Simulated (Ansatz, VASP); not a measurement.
## Ti: VASP beside Ansatz

Contents of INCAR:

```
SYSTEM = Ti
PREC = Accurate
ENCUT = 520
EDIFF = 1E-6
ISMEAR = 0
SIGMA = 0.15
LREAL = .False.
LASPH = .True.
NELM = 100
ALGO = Fast
ISIF = 2
LWAVE = .False.
LCHARG = .True.
LELF = .True.
LVHAR = .True.
NBANDS = 12
```

The input KPOINTS:

```
regular mesh
0
Gamma
  20 20 20
  0 0 0
```

Contents of POSCAR:

```
Ti
1.0
    0.0000000000      1.9285000000      1.9285000000
    1.9285000000      0.0000000000      1.9285000000
    1.9285000000      1.9285000000      0.0000000000
Ti
1
Direct
    0.0000000000      0.0000000000      0.0000000000
```

Input for Ansatz:

```yaml
crystal:
  lattice:
    - [0.0, 1.9285, 1.9285]
    - [1.9285, 0.0, 1.9285]
    - [1.9285, 1.9285, 0.0]
  atoms:
    - { symbol: Ti, position: [0.0, 0.0, 0.0] }
basis:
  ecutwfc: 420
kpoints:
  mp_grid: { grid: [20, 20, 20] }
hamiltonian:
  xc: lda
scf:
  occupations: { method: gaussian, width: 0.15 }
output:
  forces: true
  stress: true
  eigenvalues: true
```

Change from the starting cell: strain -0.050 along x and y, -0.050 along z, atoms carried along.

Alike in both runs: task single point; functional LDA; k mesh 20 × 20 × 20; occupations gaussian, width 0.15 eV; no spin polarisation.

|  | VASP | Ansatz |
| --- | --- | --- |
| version | VASP 6.6.1 | Ansatz 0.2.0 |
| potentials or method | VASP PAW LDA potentials, release 64 (Ti_sv) | scalar-relativistic, plane waves, PAW |
| plane-wave cutoff (eV) | 520 | 420 |
| valence electrons in the cell | 12 | 12 |

VASP gave:

```
gap on the k mesh at the Fermi level (eV) : none
pressure (GPa)                            : 15.9
```

Q: What did Ansatz give for the same quantities?

A: gap on the k mesh at the Fermi level (eV): none; pressure (GPa): 16.2.

A gap of «none» marks a metal or a gap that the smearing closes.

Caveats: so large a pressure means that the cell lies far from this level's equilibrium, or that cutoff or potentials fall short (VASP).
